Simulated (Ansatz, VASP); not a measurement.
# One calculation of Os, two programs

```
CELL_PARAMETERS angstrom
2.73410 0.00000 0.00000
-1.36705 2.36780 0.00000
0.00000 0.00000 4.96765
ATOMIC_POSITIONS crystal
Os 0.33333 0.66667 0.25000
Os 0.66667 0.33333 0.75000
```

Change from the starting cell: strain +0.1500 x Voigt [0, 0, 1, 0, 0, 0], atoms carried along.

Alike in both runs: task single point; functional PBEsol; k mesh 18 × 18 × 12; occupations gaussian, width 0.15 eV; no spin polarisation.

```csv
,VASP,Ansatz
version,VASP 6.6.1,Ansatz 0.2.0
potentials or method,"VASP PAW PBE potentials, release 64 (Os)","scalar-relativistic, plane waves, PAW"
plane-wave cutoff (eV),520,420
valence electrons in the cell,16,32
```

```tsv
	VASP	Ansatz	Ansatz less VASP
gap on the k mesh at the Fermi level (eV)	none	none	-
pressure (GPa)	-38.7	-38.3	+0.38
largest component of the traceless stress (GPa)	32.84	33.24	+0.399
```

A gap of «none» marks a metal or a gap that the smearing closes. With one functional, cell and mesh, what is left measures potentials, basis and numerics. The two sets of potentials don't hold the same shells in valence.

Caveats: the cell as given lies far from equilibrium; so large a pressure means that the cell lies far from this level's equilibrium, or that cutoff or potentials fall short (VASP); the potentials were made for another functional, which shifts forces and pressure (VASP). Spin-orbit coupling is left out, which matters for the levels of Os.
